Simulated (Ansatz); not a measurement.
# TiAl (P4/mmm): displacement scan with seeded SCF runs

Wanted for TiAl (P4/mmm): a displacement scan with seeded SCF runs.

Program: Ansatz 0.2.0, driven from Python. Level of theory: DFT PBE, plane waves, norm-conserving potentials. These are calculated values, not measurements.

## 1. The structure

The structure is tetragonal, space group P4/mmm (No. 123). The conventional cell has a = 2.837 Å, b = 2.837 Å, c = 4.059 Å, α = 90.00°, β = 90.00°, γ = 90.00°. Ti (site symmetry 4/mmm) is surrounded by 4 Ti at 2.84 Å and 8 Al at 2.85 Å. Around Al (site symmetry 4/mmm) lie 4 Al at 2.84 Å and 8 Ti at 2.85 Å.

The script holds or builds the structure itself.

## 2. The code

Input file tial.py:

```python
"""Move one atom of TiAl step by step, each SCF seeded by the last."""

import warnings

import ansatz as az
from ase import Atoms
import numpy as np

MAX_SCF = 60
KGRID = (6, 6, 5)
FILLING = "Marzari-Vanderbilt"
MIXING_BETA = 0.1
FUNCTIONAL = "PBE"

warnings.simplefilter("ignore", az.DeckWarning)

atoms = Atoms(
    ["Ti", "Al"],
    scaled_positions=[
        (0.0, 0.0, 0.0),
        (0.5, 0.5, 0.5),
    ],
    cell=[
        (2.8373, 0.0, 0.0),
        (0.0, 2.8373, 0.0),
        (0.0, 0.0, 4.0591),
    ],
    pbc=True,
)
system = az.Crystal.from_ase(atoms)

start = np.array(system.resolved().sites[0].position)
previous, rows = None, []
for step in range(5):
    target = start + step * 0.005 * np.eye(3)[1]
    calculation = (
        system.move(0, to=target).calculation()
        .scf(max_iterations=MAX_SCF)
        .kpoints(*KGRID)
        .occupations(FILLING)
        .eigensolver("auto")
        .mixing("anderson", beta=MIXING_BETA)
        .functional(FUNCTIONAL)
        .pseudopotentials("nc")
        .forces()
    )
    session = calculation.session()
    if previous is not None:
        session.seed_next_step(previous)
    previous = session.plan(retain="wavefunctions").execute()
    r = previous.report
    shift = float(np.linalg.norm((target - start) @ np.array(r["lattice"]["cell_ang"])))
    rows.append((step, shift, r["lagrangian_ev"], float(np.linalg.norm(r["forces_ev_ang"][0])), r["n_iterations"], r["n_symmetry_ops"]))
rows = [(row[0], row[1], 1000 * (row[2] - rows[0][2]), *row[3:]) for row in rows]
print("          step         moved A          dE meV  force on it eV/A      iterations  symmetry operations")
for row in rows:
    print(f"{str(row[0]):>14s}  {row[1]:14.4f}  {row[2]:14.3f}  {row[3]:16.4f}  {row[4]:14d}  {row[5]:19d}")
```

## 3. What the engine is handed

The engine receives this input (first run):

```yaml
crystal:
  lattice:
    - [2.8373, 0.0, 0.0]
    - [0.0, 2.8373, 0.0]
    - [0.0, 0.0, 4.0591]
  atoms:
    - { symbol: Ti, position: [0.0, 0.0, 0.0] }
    - { symbol: Al, position: [0.5, 0.5, 0.5] }
kpoints:
  mp_grid:
    grid: [6, 6, 5]
hamiltonian:
  xc: pbe
  pseudopotentials:
    kind: nc
scf:
  max_iter: 60
  mixing:
    algorithm: anderson
    beta: 0.1
  occupations:
    method: cold
  eigensolver:
    kind: auto
output:
  forces: true
```

## 4. The run

Started as:

```console
> python tial.py
```

Without the output at hand: what should come out? Wanted: range of energy; lowest point, shift of atom 1 from run 1.

The runs gave:

| quantity | value |
| --- | --- |
| runs compared | 5 |
| range of energy | 3.62 meV/atom |
| lowest point, shift of atom 1 from run 1 (Å) | 0.000 |

In words: The lowest point is at the first value of the scan; the highest lies 3.6 meV/atom above it. Caveats:
- For a metal this k-point mesh is coarse: on a finer one energies can move by several to tens of meV an atom and pressures by half a GPa or more, differences at one mesh by less.
- The first step keeps the crystal's symmetry; the moved atom lowers it.
